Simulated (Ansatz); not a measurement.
## MgS: what symmetry allows forces and stress to be

```
CELL_PARAMETERS angstrom
0.01204 2.79955 2.84204
2.79955 0.01204 2.84204
2.83244 2.83244 -0.02085
ATOMIC_POSITIONS crystal
Mg 0.99743 0.99743 0.01710
S 0.75257 0.75257 0.73290
```

Level of theory: DFT PBE, scalar-relativistic, plane waves, PAW (Ansatz 0.2.0).

Plane waves to 420 eV, a k mesh through Γ of 8×8×8 on the computed 2-atom cell and Gaussian smearing (0.02 eV); no spin polarisation.

This distorted cell has space group Cm, with 2 operations.

Task: Without a calculation: in which directions can each atom feel a force?

Result: A force must be left unchanged by every operation that keeps its atom in place, so it lies in the space that those operations leave fixed. Atoms that the group maps onto each other feel forces of one size.
```json
{"atom": "Mg1", "site symmetry": "m", "operations at the site": "2", "equivalent to atom": "1", "allowed force (Cartesian)": "in the plane normal to (0.71, -0.71, 0.00)"}
{"atom": "S2", "site symmetry": "m", "operations at the site": "2", "equivalent to atom": "2", "allowed force (Cartesian)": "in the plane normal to (0.71, -0.71, 0.00)"}
```

That leaves 4 independent force components of 6, tied by 2 conditions that the forces sum to zero, so 2 remain. A relaxation in this cell that keeps the symmetry moves the atoms in these directions alone.

Task: And the stress tensor?

Result: It must be invariant under the point group, which leaves 4 independent components: xx = yy, yz = xz.

Task: Do the computed values obey this?

Result: Yes. Forces (eV/Å):
```
Mg1 -0.446 -0.446  0.186
S2   0.446  0.446 -0.186
```

Stress (GPa, compression positive, xx yy zz yz xz xy): 1.77 1.77 1.66 -1.49 -1.49 0.08. The program imposes the same operations on density, forces and stress, so this confirms the analysis and is no independent test of the calculation.

This zinc-blende form isn't the usual stable structure of the compound.